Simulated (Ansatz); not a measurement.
# From LDA to G0W0: Cd4Te3S (quasi-random alloy, started on the CdTe lattice) (Cm)

Wanted: the gap of Cd4Te3S (quasi-random alloy, started on the CdTe lattice) (Cm) with a many-body correction, and the time that it takes.

Program: Ansatz 0.2.0. Level of theory: LDA, then G0W0 on it, plane waves, PAW. Results are calculated unless marked as measured.

**1. Set-up**

Symmetry: Cm, No. 8, monoclinic system. Conventional cell: a = 12.459 Å, b = 17.654 Å, c = 10.807 Å, α = 90.00°, β = 125.19°, γ = 90.00°. Nearest to Cd lie 1 S at 2.52 Å and 3 Te at 2.77 to 2.78 Å. Cd has 1 S at 2.52 Å and 3 Te at 2.76 to 2.77 Å nearest. Nearest to Cd lie 4 Te at 2.74 to 2.76 Å. Cd has 1 S at 2.51 Å and 3 Te at 2.76 to 2.78 Å nearest. Nearest to Cd lie 2 S at 2.53 to 2.54 Å and 2 Te at 2.78 Å. Nearest to Cd lie 4 Te at 2.74 to 2.77 Å. It derives from CdTe. Farther neighbours and most contacts between anions are not listed.

The structure was relaxed with LDA. The runs that relaxed it are not among those shown. Spin-orbit coupling is left out unless a step names it.

The logs state that the PAW files were generated under PBE.

**2. Bands along the symmetry lines**

Levels along a band path and on the mesh show where this functional puts the band edges.

This step: DFT, LDA, plane waves, PAW; PAW set soft_1.

Contents of input.yaml:

```yaml
crystal:
  lattice:
    - [-6.2444505181, 6.2289254155, -6.2444505181]
    - [6.2448152559, 6.2296548912, 6.2448152559]
    - [6.2415097171, -6.2292901533, -6.2418744549]
  atoms:
    - { symbol: Cd, position: [0.0044118132, 0.0238562901, -0.0007535547] }
    - { symbol: Cd, position: [0.2322433494, 0.4799488629, 0.2347589889] }
    - { symbol: Cd, position: [0.497314904, -0.0051572633, 0.5] }
    - { symbol: Cd, position: [0.7764439741, 0.5037150232, 0.7552830232] }
    - { symbol: Cd, position: [0.7694741811, 0.253912171, 0.0239813132] }
    - { symbol: Cd, position: [0.0001844222, 0.7523854618, 0.2492783248] }
    - { symbol: Cd, position: [0.251461625, 0.2491483923, 0.5] }
    - { symbol: Cd, position: [0.4974843605, 0.745189874, 0.7652410111] }
    - { symbol: Cd, position: [0.5051653679, 0.5246098448, 0.0007535547] }
    - { symbol: Cd, position: [0.7275080044, -0.0022605911, 0.2304761007] }
    - { symbol: Cd, position: [-0.0212090104, 0.474533239, 0.5] }
    - { symbol: Cd, position: [0.2509060974, 0.003107137, 0.7507216752] }
    - { symbol: Cd, position: [0.2454928678, 0.7299308577, -0.0239813132] }
    - { symbol: Cd, position: [0.5211609509, 0.248432, 0.2447169768] }
    - { symbol: Cd, position: [0.7460465019, 0.7526281276, 0.5] }
    - { symbol: Cd, position: [-0.0029680963, 0.2672633083, 0.7695238993] }
    - { symbol: S, position: [-0.0046097813, 0.2539025058, -0.0003249841] }
    - { symbol: Te, position: [0.2473742239, 0.7409707892, 0.2373884013] }
    - { symbol: Te, position: [0.5098772615, 0.254443384, 0.5] }
    - { symbol: Te, position: [0.753330919, 0.7523671766, 0.7571173641] }
    - { symbol: Te, position: [0.7495450513, 0.4944798571, -0.0021039422] }
    - { symbol: Te, position: [-0.0097616381, 0.0025021999, 0.2430551778] }
    - { symbol: Te, position: [0.2416881921, 0.4990763259, 0.5] }
    - { symbol: Te, position: [0.5099858227, 0.0035823879, 0.7626115987] }
    - { symbol: S, position: [0.4957152029, 0.75422749, 0.0003249841] }
    - { symbol: S, position: [0.7546210876, 0.2465695351, 0.2506577317] }
    - { symbol: Te, position: [-0.0032229128, 0.7393910337, 0.5] }
    - { symbol: Te, position: [0.2471831842, 0.2594470222, 0.7569448222] }
    - { symbol: Te, position: [0.2516489936, -0.0034162007, 0.0021039422] }
    - { symbol: Te, position: [0.4962135549, 0.4952498125, 0.2428826359] }
    - { symbol: Te, position: [0.7553261696, 0.0100521421, 0.5] }
    - { symbol: S, position: [0.0039633559, 0.4959118034, 0.7493422683] }
kpoints:
  mp_grid: { grid: [4, 4, 4] }
  band_path:
    path:
      - [[0.0, 0.0, 0.0], [0.5, 0.0, 0.0]]
      - [[0.0, 0.5, 0.0], [0.0, 0.0, 0.0], [0.0, 0.0, 0.5]]
      - [[0.5, 0.5, 0.5], [0.0, 0.0, 0.0]]
    npoints: 10
hamiltonian:
  xc: lda
  pseudopotentials: { kind: paw, azcp: { folder: soft_1 }, xc_functional: pbe }
scf:
  occupations: { method: fermi_dirac, width: 0.02 }
  n_extra_bands: 14
output:
  eigenvalues: true
  write_density: true
  write_potential: true
  elf: true
  volumetric_format: npy
```

On the command line:

```sh
$ ansatz run input.yaml --threads 3 --pin off --max-ram 92160MiB --backend cuda --events-out ev --progress --plain --runs-dir out --devices 1 --max-vram 13GiB
```

Numbers of over 12 decimals in the logs are rounded to 6 here.

The program printed:

```text
scf.n_extra_bands = 14 over 268 filled bands (N_el = 536.0): the run solves 282 bands
GPUs: using 1 of 1 available (devices: 1).
Engine: ansatz 0.2.0, x86_64-unknown-linux-gnu
Pseudopotentials: kind: paw
Pseudopotential: Cd, paw, valence charge 20, recommended cutoff 420 eV (normal), soft_1/Cd.paw.azcp
Pseudopotential: S, paw, valence charge 6, recommended cutoff 420 eV (normal), soft_1/S.paw.azcp
Pseudopotential: Te, paw, valence charge 16, recommended cutoff 420 eV (normal), soft_1/Te.paw.azcp
Functional definition: SPW92
  exchange = slater_x
  correlation = pw_c
device memory: the entry about to start is reckoned to put 13.0 GiB on a device that reports 39.5 GiB free (of which the cap on the GPU budget leaves the run 13.0 GiB)
GPU FFT provider: cuFFT
GPU libraries: cuBLAS 13.8.2, cuFFT 12.4.0, cuSOLVER 12.3.4
Crystal: 32 atoms, lattice volume = 971.198 Å³
Basis set: ecut = 420 eV, 19029 PW (Γ)
Bands: 282, of which v1, the nominal top of the filled ones, is band 268 counted from 1 (267 counted from 0)
Symmetry: 2 space group operations
Space group: Cm (ITA 8), of the structure as read, at distance tolerance 9.9e-5 Å
k-points: 24 of 64 (time reversal used)
Non-local potential: Cd, projectors of the file, l = 0: 3, l = 1: 2, l = 2: 2, l = 3: 1
Non-local potential: S, projectors of the file, l = 0: 2, l = 1: 2, l = 2: 1
Non-local potential: Te, projectors of the file, l = 0: 2, l = 1: 2, l = 2: 2, l = 3: 1
PAW form: soft (Blöchl's): semilocal exchange-correlation on the pseudo side does not see the compensation charge
PAW frozen core: Cd, regenerated for the run's functional, and the local potential with it (the file was generated under x = pbe(κ = 0.804, μ = 0.219515), c = pbe(β = 0.066725))
PAW frozen core: S, regenerated for the run's functional, and the local potential with it (the file was generated under x = pbe(κ = 0.804, μ = 0.219515), c = pbe(β = 0.066725))
PAW frozen core: Te, regenerated for the run's functional, and the local potential with it (the file was generated under x = pbe(κ = 0.804, μ = 0.219515), c = pbe(β = 0.066725))
PAW one-centre angular grid: Cd, 590 points (default); XC on 64 Gauss nodes
PAW one-centre angular grid: S, 110 points (default); XC on 64 Gauss nodes
PAW one-centre angular grid: Te, 590 points (default); XC on 64 Gauss nodes
Initial density: superposition of atomic densities (chi_scale 0.1, normalization cell, long waves kept (reshape's long-wave potential 0.09 eV rms))
Initial wavefunctions: pseudopotential atomic-orbital guess
GPU buffer pool allocated for 421875 grid points (all kernels)
GPU transforms: local potential and band sums: pruned to the plane-wave sphere, on 75×75×75
Functional: x = slater, c = lda
SCF iter   1: F=—  HF=-215306.670878 eV  |F-HF|=—  |Δ(HF+E_count)|=         —  Δρ=1.98e-2  dr2=4.24e0  ethr=3.10e-3  ⟨swp⟩=6.0  Hψ=26087  notcnv=0
preconditioner: auto → Resta (q_TF=auto, 2.471 Å⁻¹)  ε∞=5.5  [insulator: Δε(μ)=0.634 eV  Ē_g=9.486 eV  σ=0.020 eV  W_gap=1.00  n_scr=248 (ndim 8)  ℏωp=20.2 eV  f_vac=0.118  D(μ)=0.00/eV (n_scr^D=0)  ε∞_Penn≈5.5]
SCF iter   2: F=—  HF=-215305.800299 eV  |F-HF|=—  |Δ(HF+E_count)|=   8.71e-1  Δρ=1.04e-2  dr2=1.32e0  ethr=7.92e-4  ⟨swp⟩=3.0  Hψ=13619  notcnv=0  defer=205
SCF iter   3: F=—  HF=-215305.557244 eV  |F-HF|=—  |Δ(HF+E_count)|=   2.43e-1  Δρ=3.55e-3  dr2=1.34e-1  ethr=2.47e-4  ⟨swp⟩=4.2  Hψ=12747  notcnv=0  defer=205
SCF iter   4: F=—  HF=-215305.512991 eV  |F-HF|=—  |Δ(HF+E_count)|=   4.43e-2  Δρ=8.75e-4  dr2=1.09e-2  ethr=2.50e-5  ⟨swp⟩=2.9  Hψ=12093  notcnv=0  defer=206
SCF iter   5: F=—  HF=-215305.519533 eV  |F-HF|=—  |Δ(HF+E_count)|=   6.54e-3  Δρ=3.32e-4  dr2=1.80e-3  ethr=2.03e-6  ⟨swp⟩=2.0  Hψ=9803  notcnv=0  defer=206
SCF iter   6: F=—  HF=-215305.524918 eV  |F-HF|=—  |Δ(HF+E_count)|=   5.38e-3  Δρ=9.51e-5  dr2=8.31e-5  ethr=3.36e-7  ⟨swp⟩=2.0  Hψ=9948  notcnv=0  defer=206
SCF iter   7: F=—  HF=-215305.523098 eV  |F-HF|=—  |Δ(HF+E_count)|=   1.82e-3  Δρ=1.86e-5  dr2=4.90e-6  ethr=1.55e-8  ⟨swp⟩=2.0  Hψ=12575  notcnv=0  defer=206
SCF iter   8: F=—  HF=-215305.523100 eV  |F-HF|=—  |Δ(HF+E_count)|=   1.41e-6  Δρ=5.95e-6  dr2=5.78e-7  ethr=9.13e-10  ⟨swp⟩=2.0  Hψ=11410  notcnv=0  defer=206
SCF iter   9: F=—  HF=-215305.523100 eV  |F-HF|=—  |Δ(HF+E_count)|=   8.11e-8  Δρ=3.04e-6  dr2=1.05e-7  ethr=1.87e-11  ⟨swp⟩=9.8  Hψ=27411  notcnv=0
SCF iter  10: F=-215305.523100 eV  HF=-215305.523100 eV  |F-HF|=6.05e-9  |Δ(HF+E_count)|=   1.29e-8  Δρ=1.21e-6  dr2=1.63e-8  ethr=1.87e-11  ⟨swp⟩=3.0  Hψ=15078  notcnv=0
SCF 1 converged in 10 iterations: F = -215305.523100 eV  dr2 = 1.63e-8
  greatest PAW one-centre occupation: 1.001 electrons in one spin orbital (limit 2), on the Cd atom at site 14 (counted from 0), in its partial waves of l = 0
device memory: the entry about to start is reckoned to put 12.1 GiB on a device that reports 39.7 GiB free (of which the cap on the GPU budget leaves the run 13.0 GiB)
NSCF: frozen V_eff on 43 k-points
SCF converged after 10 iterations
Free energy (F): -215305.523100 eV
Harris-Foulkes:  -215305.523100 eV  (|F-HF|=6.05e-9)
Internal energy: -215305.523100 eV  (E = F + TS)
E sigma→0 (E₀):  -215305.523100 eV
Entropy (-TS):   -0.000000 eV (-0.000 meV/atom)
Fermi energy:    8.007216 eV
--- Per-component energies (eV) ---
  E_band       = -11374.411660
  E_kinetic    = 9572.349841
  E_local      = -84432.578368  (includes V_loc(G=0)·N_el)
  E_nonlocal   = 3041.211322
  E_hartree    = 39466.727246
  E_xc         = -4308.691078
  E_vxc        = -4703.070082  (∫ρ·V_xc dr)
  E_paw        = -119959.031676  (= ΣΔE_a)
  E_vpaw       = -13785.784047  (= ΣTr[D̂ρ^β])
  E_aug_tail   = 0.005291  (compensation charges beyond the density's cutoff)
  E_ewald      = -58706.537286
  E_core_change = 21.021608  (= ΣΔE_core)
  E_smearing   = -0.000000  (= −TS)
  E_closure    = -0.000000  (closes the sum)
  Σ components = -215305.523100   (vs F -215305.523100, Δ=0.00e0)
--- Band table (eV; the first three rows and the last of 24) ---
  k-point 0: bands = [... 264 lower, 7.1402, 7.6854, 7.7287, 7.7642, 8.2349, 9.9963, 10.1021, 10.1882, ... 10 higher]
  k-point 1: bands = [... 264 lower, 7.0557, 7.1926, 7.4780, 7.6968, 9.0313, 10.1733, 10.2532, 10.3202, ... 10 higher]
  k-point 2: bands = [... 264 lower, 6.9808, 6.9893, 7.3109, 7.6386, 9.7879, 9.7911, 10.0236, 10.2225, ... 10 higher]
  k-point 23: bands = [... 264 lower, 7.0517, 7.0831, 7.0863, 7.1266, 9.2910, 9.5249, 9.5359, 9.7915, ... 10 higher]
```

Wall time 33 s (1 × NVIDIA H100 80GB HBM3 (shared by 6 runs) with 3 threads of AMD EPYC 7R13 (Zen 3), shared host); peak memory 3.1 GiB.

In the SCF lines HF is the Harris–Foulkes energy and dr2 the Hartree energy of the density residual, in eV; the loop may stop once dr2 is under the threshold and the program's other checks hold. Hψ counts applications of the Hamiltonian.

Numbers from this step:

```
filled bands         : 268
gap                  : 0.4708 eV
valence top at       : Γ
conduction bottom at : Γ
least direct gap     : 0.4708 eV
```

Over mesh and path the gap is 0.471 eV, in a supercell, where edges may be folded.

The electronic bands at the labelled points (eV, zero at the top of the highest nominally filled band):

| point | band 265 | band 266 | band 267 | band 268 | band 269 | band 270 | band 271 | band 272 |
| --- | --- | --- | --- | --- | --- | --- | --- | --- |
| Γ | -0.62 | -0.08 | -0.04 | 0.00 | 0.47 | 2.23 | 2.34 | 2.42 |
| halfway | -0.72 | -0.53 | -0.23 | -0.09 | 1.27 | 2.40 | 2.47 | 2.61 |
| X | -0.79 | -0.75 | -0.40 | -0.16 | 1.98 | 2.06 | 2.38 | 2.45 |
| jump to Y | -0.80 | -0.74 | -0.39 | -0.17 | 1.97 | 2.06 | 2.34 | 2.50 |
| halfway | -0.71 | -0.53 | -0.22 | -0.09 | 1.27 | 2.39 | 2.48 | 2.59 |
| Γ | -0.62 | -0.08 | -0.04 | 0.00 | 0.47 | 2.23 | 2.34 | 2.42 |
| halfway | -0.71 | -0.57 | -0.29 | -0.07 | 1.27 | 2.41 | 2.49 | 2.56 |
| Z | -0.78 | -0.77 | -0.45 | -0.13 | 2.02 | 2.03 | 2.26 | 2.46 |
| jump to R | -0.71 | -0.68 | -0.68 | -0.64 | 1.53 | 1.76 | 1.77 | 2.03 |
| halfway | -0.51 | -0.37 | -0.30 | -0.29 | 1.61 | 1.72 | 2.01 | 2.17 |
| Γ | -0.62 | -0.08 | -0.04 | 0.00 | 0.47 | 2.23 | 2.34 | 2.42 |

ELF in the ac plane at fractional y = 0.247, with atoms of Cd and S and Te within 0.2 Å of it. It is the smooth field of the valence electrons, not physical close to the nuclei.

Ten even steps from '_' (0.01) to '@' (0.89), each cell a mean:
```
--%%%%++..__________________________....::==++++--::++@@##::
@@%%++::____..::::::::..____________....::::--::..::**@@@@%%
==--::....::++********==::__________..............::++####**
::::::..--****++++******--..____________....______..::::::::
**==::::****==::::==****==..________________________..::--++
%%==::==**==..____--++**--________________________..::--++@@
++--::++**--____::==**++..________________________..::--++**
::::--****++====++**++::______..::::::..__________....::----
....--**####****++--::....::==++****++==::________........::
____..--====--::::::::..--****++++******--__________........
______..::::--==++==::::****==::::==****--__________________
______..::--++@@%%++::--**==..____--****--__________________
______..::--**%%**--::++**--____::==**++..__________________
____....::::--==--::--****==----++**++::________....________
______....::::::::::--**##******++==::..__..--++++++--..____
______..............::--++++--::::::::..--**##%%%%%%**::____
______________________..::::::======::::**%%##**%%@@##--____
______________________..::--++%%@@++::==@@##..__**%%**::____
______________________..::--**%%##==::**@@**::++%%%%==..____
______________________..::--====--::::##@@@@@@@@##==::______
======::..____________....::::::::..::++****++--::........--
%%%%##**--____________............__..::::::::----::..::++##
**%%@@##--..__________________________..::--++%%**--::++%%%%
..**%%##--__________________________..::--==%%@@**::--%%%%::
```
Columns run along a (10.8 Å), rows up along c (10.8 Å). Atoms in or near the plane, at fractional coordinates: Cd at (0.77, 0.02), Cd at (0.25, 0.50), Cd at (0.52, 0.24), Cd at (0.00, 0.77), S at (0.00, 0.00), Te at (0.51, 0.50), S at (0.75, 0.25), Te at (0.25, 0.76).

Electrostatic potential energy in the ac plane at fractional y = 0.247, with atoms of Cd and S and Te within 0.2 Å of it. With pseudopotentials it is smooth inside the atoms' cores, unlike the true potential.

Values in eV, 13 rows by 16 columns, each cell a mean:
```
-15   7  12  12  12  12  12  13  13  12   6 -11 -12   3   0 -23
  2   7  11   8   3   7  11  12  13  12  11   9  10  11   9   3
-20  -2   2 -12 -11  -9  10  13  13  13  12  12  12  11   3 -16
-15   3 -10  -7 -10  -1  11  13  13  12  12  12  12  10  -5 -21
  8  10   4  -5   1   9  11  11   9  10  11  12  12  11   7   3
 12  12   9  -4 -14  -4   8  -6 -13 -10   9  12  12  12  12  12
 12  11   0 -21 -24  -5  -1 -10   5 -13   9  12  13  12  12  12
 12  11   4  -7  -3   8   3 -13 -10   6  11  12  12  12  12  12
 12  12  11  11  11  12  11   5  -4  -2   8   5  -6   3  11  12
 13  12  12  12  12  12   8 -13 -25 -15   3 -21 -27  -7  11  13
 12  12  12  12  12  12   7 -12 -15   0   6 -12 -10   7  11  12
  5   9  12  12  12  12  11   8   9  11  11   3  -7  -4   8   9
-26  -1  12  13  13  13  12  12  12  12   7 -16 -25 -14   3 -19
```
Columns run along a (10.8 Å; values clipped at the 3rd and 97th percentile), rows up along c (10.8 Å). Atoms in or near the plane, at fractional coordinates: Cd at (0.77, 0.02), Cd at (0.25, 0.50), Cd at (0.52, 0.24), Cd at (0.00, 0.77), S at (0.00, 0.00), Te at (0.51, 0.50), S at (0.75, 0.25), Te at (0.25, 0.76).

(Continued in part 2 of 2.)

[Paths, hosts, dates, memory and timing lines, banners, echoed tables and standing remarks are left out of the program output.]

[Logs are printed without paths, hosts, clocks, repeated set-up lines and the standing remarks that a program may print on its own settings, such as how far it seeks lower states.]

[Runs of the session that timed out or met a known fault of the program may be left out.]

[Cells called generated may have been cut or substituted from an entry of the Crystallography Open Database or the Materials Project.]

[Hosts, paths, dates, database ids (printed as entryN), source tags and the programs' standing remarks are cut or masked in the printed files.]

[Where an RPA ε∞ is given, it is that of the G0W0 mesh and is not shown converged in it. Names of k-points follow the symmetry that the program found, which can be lower than the space group named. Band edges on a path are those of the sampled points; other points can move an edge, and change direct to indirect where valleys lie close.]

[Hybrid gaps are those of their k-mesh and are not shown converged in it.]
